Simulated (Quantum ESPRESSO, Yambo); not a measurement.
# AlN (P6_3mc): changed settings of a GW run in Yambo

What do changed inputs do to GW on AlN (P6_3mc)?

Main program and level: Yambo 5.3.0; PBE and many-body steps on it, plane waves.

The database entry behind the starting cell differs from later determinations by our own check (inner coordinate u about 0.002 short), so it need not match the best structure at ambient conditions.

## Step 1: Starting point

The structure is hexagonal, space group P6_3mc (No. 186). Conventional cell: a = 3.113 Å, b = 3.113 Å, c = 4.981 Å, α = 90.00°, β = 90.00°, γ = 120.00°. Nearest to Al lie 4 N at 1.89 Å. Nearest to N lie 4 Al at 1.89 Å. Farther neighbours and most contacts between anions are not listed.

As a file:

```cif
data_structure
_symmetry_space_group_name_H-M 'P6_3mc'
_symmetry_Int_Tables_number 186
_cell_length_a 3.1130
_cell_length_b 3.1130
_cell_length_c 4.9810
_cell_angle_alpha 90.000
_cell_angle_beta 90.000
_cell_angle_gamma 120.000
_cell_volume 41.80
loop_
_atom_site_label
_atom_site_type_symbol
_atom_site_symmetry_multiplicity
_atom_site_Wyckoff_symbol
_atom_site_fract_x
_atom_site_fract_y
_atom_site_fract_z
_atom_site_occupancy
Al1 Al 2 b 0.33333 0.66667 0.00000 1
N1 N 2 b 0.33333 0.66667 0.38000 1
```

The cell and positions come from the Crystallography Open Database and are kept as given unless a step says otherwise.

## Step 2: Base

This step: Yambo 5.3.0; G0W0 on PBE, plane waves, norm-conserving pseudopotentials.

Now the one-shot GW correction: screening in the RPA, then the self-energy of the levels asked for.

gw2.in

```
HF_and_locXC
gw0
dyson
ppa
em1d
rim_cut
RandQpts= 1000000
RandGvec= 1 RL
EXXRLvcs= 72 Ry
VXCRLvcs= 288 Ry
Chimod= "HARTREE"
% BndsRnXp
 1 | 117 |
%
NGsBlkXp= 10.5 Ry
% LongDrXp
 1 | 1 | 1 |
%
% GbndRnge
 1 | 117 |
%
DysSolver= "n"
ExtendOut
PPAPntXp= 27.21138 eV
% QPkrange
 1 | 1 | 7 | 10 |
%
```

The run is started by

```bash
$ OMP_NUM_THREADS=1 mpirun -n 4 yambo -F gw2.in -J gw2 -C gw2 > gw2.log
```

The log of the run:

```text
 Yambo, version 5.3.0

 [02] CORE Variables Setup
 =========================

  [... cell, symmetries and grids as in the set-up ...]

  [02.05] Energies & Occupations
  ==============================

  [X] === General ===
  [X] Electronic Temperature                        :  0.000000  0.000000 [eV K]
  [X] Bosonic    Temperature                        :  0.000000  0.000000 [eV K]
  [X] Finite Temperature mode                       : no
  [X] El. density                                   :  0.38275E+24 [cm-3]
  [X] Fermi Level                                   :  7.106664 [eV]

  [X] === Gaps and Widths ===
  [X] Conduction Band Min                           :  4.220509 [eV]
  [X] Valence Band Max                              :  0.000000 [eV]
  [X] Filled Bands                                  :   8
  [X] Empty Bands                                   :    9  276
  [X] Direct Gap                                    :  4.220509 [eV]
  [X] Direct Gap localized at k                     :  1
  [X] Indirect Gap                                  :  4.220509 [eV]
  [X] Indirect Gap between kpts                     :  1  1
  [X] Last valence band width                       :  2.371270 [eV]
  [X] 1st conduction band width                     :  3.218767 [eV]

 [03] Transferred momenta grid and indexing
 ==========================================

 IBZ Q-points                                      :  24
 BZ  Q-points                                      :  144

 K/Q-points units:
 rlu = crystal or reduced units; cc = cartesian coordinates; iku = interal k-units

 Q [ 1]         [rlu]:  0.000000  0.000000  0.000000
 Q [ 2]         [rlu]:  0.000000  0.000000  0.250000
 Q [ 3]         [rlu]:  0.000000  0.000000 -0.500000
 Q [ 4]         [rlu]: -0.20411E-19  0.16667       0.0000
 Q [ 5]         [rlu]: -0.20411E-19  0.16667      0.25000
 Q [ 6]         [rlu]: -0.20411E-19  0.16667     -0.50000
 Q [ 7]         [rlu]: -0.40821E-19  0.33333       0.0000
 Q [ 8]         [rlu]: -0.40821E-19  0.33333      0.25000
 Q [ 9]         [rlu]: -0.40821E-19  0.33333     -0.50000
 Q [10]         [rlu]:  0.61232E-19 -0.50000       0.0000
     [... 12 further rows ...]
 Q [23]         [rlu]:  0.40821E-19 -0.33333      0.25000
 Q [24]         [rlu]: -0.166667 -0.333333  0.250000

 [04] Coloumb potential Random Integration (RIM)
 ===============================================

  [04.01] RIM initialization
  ==========================

  * Diagonal components only detected *

  8 x (sBL volume)        :  0.048850 [a.u.]
  sBZ random points       :  1000000
  Points outside the sBZ  :   7993074
  RL volume               :  0.879301 [a.u.]
  Integrated volume       :  0.880063 [a.u.]

  [04.02] RIM integrals
  =====================

  Gamma point sphere radius             :  0.066309 [a.u.]
  Points outside the sphere             :   799492
  [Int_sBZ(q=0) 1/q^2]*(Vol_sBZ)^(-1/3) =:  7.696680
                                 should be <:  7.795600

  Summary of Coulomb integrals for non-metallic bands |Q|[au] RIM/Bare

  Q [1] 0.100000E-4 0.987311 * Q [2] 0.166880 0.999150
  Q [4] 0.205551 1.083344 * Q [22] 0.264765 1.045696
  Q [5] 0.264765 1.046224 * Q [3] 0.333760 1.007631
  Q [13] 0.356025 1.029661 * Q [6] 0.391978 1.013397
  Q [14] 0.393196 1.022591 * Q [7] 0.411102 1.022260
  Q [23] 0.443682 1.017481 * Q [8] 0.443682 1.017967
[...]
Q [18] 0.638087 1.008488 * Q [11] 0.638835 1.009038
  Q [12] 0.701183 1.006935 * Q [19] 0.712050 1.008167
  Q [20] 0.731344 1.007550 * Q [21] 0.786391 1.006247

 [WARNING] [Xp] User bands 1-117 break level degeneracy

 [05] Dipoles
 ============

  [05.01] Setup: observables and procedures
  =========================================

  [WARNING] [x,Vnl] slows the Dipoles computation. To neglect it rename the ns.kb_pp file

 [06] Dynamic Dielectric Matrix (PPA)
 ====================================

 [WR./gw2//ndb.pp]---------------------------------------------------------------
  Brillouin Zone Q/K grids (IBZ/BZ)                :   24  144   24  144
  RL vectors                                       :   3777 [WF]
  Coulomb cutoff potential                         : none
  Electronic Temperature                           :  0.000000 [K]
  Bosonic    Temperature                           :  0.000000 [K]
  PPA    diel. fun.  energies                      : Perdew, Burke & Ernzerhof(X)+Perdew, Burke & Ernzerhof(C)
  wavefunctions                                    : Perdew, Burke & Ernzerhof(X)+Perdew, Burke & Ernzerhof(C)
  Global Gauge                                     : length
  X matrix size                                    :  147
  X band range                                     :    1  117
  X e/h energy range                               : -1.000000 -1.000000 [eV]
  X Time ordering                                  : R
  X Hxc Kernel                                     : HARTREE
  X Drude frequency                                :  0.000000  0.000000
  X poles                                          :  100.0000 [o/o]
  RL vectors in the sum                            :   3777
  [r,Vnl] included                                 : yes
  Field direction                                  :  0.577350E-5  0.577350E-5  0.577350E-5
  BZ energy Double Grid                            : no
  BZ energy DbGd points                            : 0
  BZ Q point size factor                           : -1.000000
  X Optical Averaged directions                    : none

 [07] Local Exchange-Correlation + Non-Local Fock
 ================================================

 [VXC] Plane waves :  23187
 [EXS] Plane waves :  2875

 QP @ state[ 1 ] K range:  1  1
 QP @ state[ 1 ] b range:   7  10

 [xc] Functional : Perdew, Burke & Ernzerhof(X)+Perdew, Burke & Ernzerhof(C)
 [xc] LIBXC used to calculate xc functional
  PP Number of Atomic Species                      :  2
  NLCC RL compoments                               :  23187
  PP Number of Atomic Species                      :  2
  NLCC RL compoments                               :  23187

 [xc] E_xc :  -6.913625 [Ha]
      E_xc :  -13.82725 [Ry]

  Local XC kind (lXC) : Perdew, Burke & Ernzerhof(X)+Perdew, Burke & Ernzerhof(C)
  Non-Local XC kind (nlXC) : Hartree-Fock

  Corrections @ K [1] :  [eV]
 <7|nlXC|7> = -20.91566  0.23917E-16 <7|lXC|7> = -16.96801  0.48934E-26
 <8|nlXC|8> = -20.95694 -0.31178E-16 <8|lXC|8> = -17.07789 -0.26980E-21
 <9|nlXC|9> = -8.089297 -0.32363E-17 <9|lXC|9> = -12.52688  0.18882E-15
 <10|nlXC|10> = -5.828715  0.24945E-18 <10|lXC|10> = -10.83589  0.37764E-15

 [08] Dyson equation: Newton solver
 ==================================

  [08.01] G0W0 (W PPA)
  ====================

  [  GW  ] Bands range     :    1  117
  [GW/PPA] G damping       :  0.100000 [eV]

  QP @ state[ 1 ] K range:  1  1
  QP @ state[ 1 ] b range:   7  10

   Sc/G bands                                       :    1  117
   Sc/G damping                                     :  0.100000 ev
   Sc bands terminator                              : no
   Sx RL components                                 :  2875

   QP @ state[ 1 ] K range                          :  1  1
   QP @ state[ 1 ] b range                          :   7  10
   GF energies kind                                 : Perdew, Burke & Ernzerhof(X)+Perdew, Burke & Ernzerhof(C)
   GF WF`s kind                                     : Perdew, Burke & Ernzerhof(X)+Perdew, Burke & Ernzerhof(C)
   Xs energies kind                                 : Perdew, Burke & Ernzerhof(X)+Perdew, Burke & Ernzerhof(C)
   Xs WF`s kind                                     : Perdew, Burke & Ernzerhof(X)+Perdew, Burke & Ernzerhof(C)

 [11] Game Over & Game summary
```

The job ended after 3.1 min (4 MPI ranks of Arm Neoverse V1, shared host; peak memory 1.8 GiB).

This step gave:

```yaml
g0w0_gap_on_the_points_computed: 5.545 eV
starting_gap_on_the_mesh: 4.221 eV
k_of_the_valence_top: 0, 0, 0
k_of_the_conduction_bottom: 0, 0, 0
least_direct_g0w0_gap_on_the_computed_points: 5.545 eV
z_at_the_valence_top: 0.7948
z_at_the_conduction_bottom: 0.8232
```

The gap on the mesh goes from 4.22 eV to 5.54 eV, a correction of +1.32 eV.

## Step 3: Scissors in G

gw6.in, as its differences from gw2.in of step 2:

```diff
@@ -27 +27,4 @@
 %
+% GfnQP_E
+ 0.5 | 1.0 | 1.0 |
+%
```

The run is started by

```bash
$ OMP_NUM_THREADS=1 mpirun -n 4 yambo -F gw6.in -J gw6,gw2_W -C gw6 > gw6.log
```

The log of the run:

```text
 Yambo, version 5.3.0

 [02] CORE Variables Setup
 =========================

  [... cell, symmetries and grids as in the set-up ...]

  [02.05] Energies & Occupations
  ==============================

  [X] === General ===
  [X] Electronic Temperature                        :  0.000000  0.000000 [eV K]
  [X] Bosonic    Temperature                        :  0.000000  0.000000 [eV K]
  [X] Finite Temperature mode                       : no
  [X] El. density                                   :  0.38275E+24 [cm-3]
  [X] Fermi Level                                   :  7.106664 [eV]

  [X] === Gaps and Widths ===
  [X] Conduction Band Min                           :  4.220509 [eV]
  [X] Valence Band Max                              :  0.000000 [eV]
  [X] Filled Bands                                  :   8
  [X] Empty Bands                                   :    9  276
  [X] Direct Gap                                    :  4.220509 [eV]
  [X] Direct Gap localized at k                     :  1
  [X] Indirect Gap                                  :  4.220509 [eV]
  [X] Indirect Gap between kpts                     :  1  1
  [X] Last valence band width                       :  2.371270 [eV]
  [X] 1st conduction band width                     :  3.218767 [eV]

 [03] Transferred momenta grid and indexing
 ==========================================

 IBZ Q-points                                      :  24
 BZ  Q-points                                      :  144

 K/Q-points units:
 rlu = crystal or reduced units; cc = cartesian coordinates; iku = interal k-units

 Q [ 1]         [rlu]:  0.000000  0.000000  0.000000
 Q [ 2]         [rlu]:  0.000000  0.000000  0.250000
 Q [ 3]         [rlu]:  0.000000  0.000000 -0.500000
[...]
[G+QP] Direct Gap localized at k                  :  1
  [G+QP] Indirect Gap                               :  4.720509 [eV]
  [G+QP] Indirect Gap between kpts                  :  1  1
  [G+QP] Last valence band width                    :  2.371270 [eV]
  [G+QP] 1st conduction band width                  :  3.218767 [eV]

  [coarse-grid] Minimum Bare Gap        [ev]:  4.220509
  [coarse-grid] Minimum Gap Correction  [ev]:  0.500000

  Eqp @ K [ 1]
  -15.14520 -12.99438  -5.97443  -0.83104  -0.83104  -0.17988  -0.17988   0.00000
    4.72051   7.17570  11.09230  11.69093  11.69093  13.67777  13.68197  13.68197
  Eqp @ K [ 2]
  -14.90824 -13.42877  -5.17577  -1.19639  -0.74053  -0.74053  -0.27996  -0.27996
[...]
Eqp @ K [ 3]
[...]
Eqp @ K [ 8]
[...]
Eqp @ K [ 9]
[...]
[... 5 further rows ...]
    6.17108   7.14137   9.29998  10.65415  11.72774  12.46366  12.89244  14.65434
    6.34324   7.58585   9.25464  10.25504  11.42192  12.23316  13.23184  15.18186

 [06] Dipoles
 ============

  [06.01] Setup: observables and procedures
  =========================================

 [07] Dynamic Dielectric Matrix (PPA)
 ====================================

   Sc/G bands                                       :    1  117
   Sc/G damping                                     :  0.100000 ev
   Sc bands terminator                              : no
   Sx RL components                                 :  2875

   QP @ state[ 1 ] K range                          :  1  1
   QP @ state[ 1 ] b range                          :   7  10
   GF energies kind                                 : Perdew, Burke & Ernzerhof(X)+Perdew, Burke & Ernzerhof(C)+ user defined corrections @E
   GF WF`s kind                                     : Perdew, Burke & Ernzerhof(X)+Perdew, Burke & Ernzerhof(C)
   Xs energies kind                                 : Perdew, Burke & Ernzerhof(X)+Perdew, Burke & Ernzerhof(C)
   Xs WF`s kind                                     : Perdew, Burke & Ernzerhof(X)+Perdew, Burke & Ernzerhof(C)

 [12] Game Over & Game summary
```

It took 19 s on 4 MPI ranks; peak memory 1.8 GiB.

Numbers from this step:

- G0W0 gap on the points computed: 5.599 eV
- starting gap on the mesh: 4.221 eV
- k of the valence top: 0, 0, 0
- k of the conduction bottom: 0, 0, 0
- least direct G0W0 gap on the computed points: 5.599 eV
- Z at the valence top: 0.7955
- Z at the conduction bottom: 0.8274

The program's own table gives 5.686 eV, which is too large where the input levels are shifted: this version takes Σc at the unshifted level E₀, yet steps from the shifted one. The value above is the Newton step from E₀, E₀ + Z(Σc + Σx − Vxc), rebuilt from the printed columns.

## Step 4: Side by side

Times are wall times on 4 MPI ranks of Arm Neoverse V1, shared host, good to a factor of about two.

```
          run   mesh  bands  screening cutoff (eV)  DFT gap (eV)  gap on the mesh (eV)  direct (eV)     time
         base  6×6×4    117                  142.9         4.221                 5.545        5.545  3.1 min
scissors in G  6×6×4    117                  142.9         4.221                 5.599        5.599     19 s
```

## Step 5: Results

```
base          : 5.545 eV
scissors in G : 5.599 eV
known limits  : not at the basis limit
```

**Reading.** Scissors in G: +0.055 eV against base (keys changed: GfnQP_E). Bands and cutoff are finite, so the gap is not at the basis limit. The miss can reach some tenths of an eV and take either sign; the mesh is an error of its own. In the G0W0 runs levels were corrected at 1 k point alone, so a gap called «on the mesh» is the least over those, and an edge elsewhere would be missed.

[Paths, hosts, dates, memory and timing lines, banners, echoed tables and standing remarks are left out of the program output.]

[Logs are printed without paths, hosts, clocks, repeated set-up lines and the standing remarks that a program may print on its own settings, such as how far it seeks lower states.]

[Runs of the session that timed out or met a known fault of the program may be left out.]

[Hosts, paths, dates, database ids (printed as entryN), source tags and the programs' standing remarks are cut or masked in the printed files.]
